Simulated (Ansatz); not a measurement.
**Pd: a tetragonal deformation path**

An exercise on one series of results from a longer session: the logs are not shown, and one member is left open.

Method: DFT PBE, scalar-relativistic, plane waves, PAW, in Ansatz 0.2.0.

## Starting point

Symmetry: Fm-3m, No. 225, cubic system. Conventional cell: a = 3.890 Å, b = 3.890 Å, c = 3.890 Å, α = 90.00°, β = 90.00°, γ = 90.00°. Pd (site symmetry m-3m) is surrounded by 12 Pd at 2.75 Å.

As a file:

```xyz
1
Lattice="0.0000 1.9449 1.9449 1.9449 0.0000 1.9449 1.9449 1.9449 0.0000" Properties=species:S:1:pos:R:3 pbc="T T T"
Pd    0.0000    0.0000    0.0000
```

The cell is taken as given, not relaxed at this level.

## The reference cell

The reference gives a free energy of -6972.8488 eV, pressure 7.73 GPa, largest force 0.000 eV/Å and gap on the mesh none (metal). It was computed beforehand with the settings of the runs below.

The first run:

At fixed volume and fractional coordinates, lengths along (0.000, 0.000, 1.000) are scaled against those across it; ρ is that ratio over its starting value.

Input file input.yaml:

```yaml
crystal:
  lattice:
    - [0.0, 2.1831863386, 1.5435127414]
    - [2.1831863386, 0.0, 1.5435127414]
    - [2.1831863386, 2.1831863386, 0.0]
  atoms:
    - { symbol: Pd, position: [0.0, 0.0, 0.0] }
basis:
  ecutwfc: 420
kpoints:
  mp_grid: { grid: [24, 24, 24] }
hamiltonian:
  xc: pbe
scf:
  occupations: { method: gaussian, width: 0.15 }
output:
  forces: true
  stress: true
  eigenvalues: true
  write_density: true
  write_potential: true
  elf: true
  volumetric_format: npy
```

Run with:

```
$ ansatz run input.yaml --threads 1 --pin off --max-ram 2560MiB --backend cpu --events-out ev --progress --plain --runs-dir out
```

Steps of the session up to this table: ρ = 0.707; At ρ = 1.414; ρ = 0.850; Point ρ = 1.200; ρ = 0.780; ρ = 1.300; At ρ = 0.920; Point ρ = 1.100; At ρ = 0.650; Point ρ = 1.500; Point ρ = 0.960; ρ = 1.050.

One of the session's tables, all rows but one given; the rest of the session is left out.

Collected from the runs (energy zero: the undisturbed cell):

```
    ρ  ΔE (meV/atom)  pressure (GPa)
0.650           52.9             9.2
0.707           56.7             9.2
0.780           46.8             9.0
0.850           27.1             8.5
0.920            9.4             8.0
0.960            2.6             7.8
1.000            0.0             7.7
1.050            4.8             7.9
1.100           20.1             8.4
1.200           91.6            10.9
1.300          228.2            15.5
1.414              ?               ?
1.500          678.4            30.8
```

Q: Estimate the row for ρ = 1.414 from the others.

Worked estimate for «ΔE (meV/atom)». A straight line through the neighbours (1.300, 228.2) and (1.500, 678.4) gives 228.2 + (678.4 − 228.2) × (1.414 − 1.300) / (1.500 − 1.300) = 484.8; a parabola fitted to 3 rows on both sides gives 455.9.

As computed: ΔE (meV/atom): 457.7; pressure (GPa): 23.2. In «ΔE (meV/atom)» the line misses by +27.1 and the parabola by -1.8.
